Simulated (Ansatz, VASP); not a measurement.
**KBr: VASP beside Ansatz**

File INCAR:

```
SYSTEM = KBr
  ALGO = Normal
  EDIFF = 1E-7
  ENCUT = 520
  GGA = PE
  ISIF = 2
  ISMEAR = -1
  LASPH = .True.
  LCHARG = .False.
  LREAL = .False.
  LWAVE = .False.
  NBANDS = 15
  NELM = 60
  PREC = Accurate
  SIGMA = 0.05
```

The input KPOINTS:

```
k-points
0
Gamma
  7 7 7
  0 0 0
```

File POSCAR:

```
KBr
1.0
    4.0163606051      0.0000000000      0.0000000000
    0.0000000000      4.0163606051      0.0000000000
    0.0000000000      0.0000000000      4.0163606051
Br K
1 1
Direct
    0.5000000000      0.5000000000      0.5000000000
    0.0000000000      0.0000000000      0.0000000000
```

The input input.yaml:

```yaml
crystal:
  lattice:
    - [4.0163606051, 0.0, 0.0]
    - [0.0, 4.0163606051, 0.0]
    - [0.0, 0.0, 4.0163606051]
  atoms:
    - { symbol: Br, position: [0.5, 0.5, 0.5] }
    - { symbol: K, position: [0.0, 0.0, 0.0] }
hamiltonian:
  xc: pbe
  pseudopotentials: { kind: paw }
kpoints:
  mp_grid: { grid: [7, 7, 7] }
scf:
  occupations: { method: fermi_dirac, width: 0.05 }
output:
  forces: true
  stress: true
  eigenvalues: true
```

Change from the starting cell: volume scaled by 0.98.

Alike in both runs: task single point; functional PBE; k mesh 7 × 7 × 7; occupations fermi-dirac, width 0.05 eV; no spin polarisation.

|  | VASP | Ansatz |
| --- | --- | --- |
| version | VASP 6.6.1 | Ansatz 0.2.0 |
| potentials or method | VASP PAW PBE potentials, release 64 (Br, K_sv) | Ansatz PAW |
| plane-wave cutoff (eV) | 520 | 420 |
| valence electrons in the cell | 16 | 16 |

```tsv
	VASP	Ansatz	Ansatz less VASP
gap on the k mesh at the Fermi level (eV)	3.95	3.95	+0.001
least direct gap on the mesh (eV)	4.19	4.19	0.000
pressure (GPa)	0.3	0.3	-0.03
```

Caveats: an odd mesh through Γ misses points on the zone boundary, where band edges often lie (VASP); odd divisions of the mesh miss points on the zone boundary, where band edges often lie, so the gap on the mesh can be too wide (Ansatz).
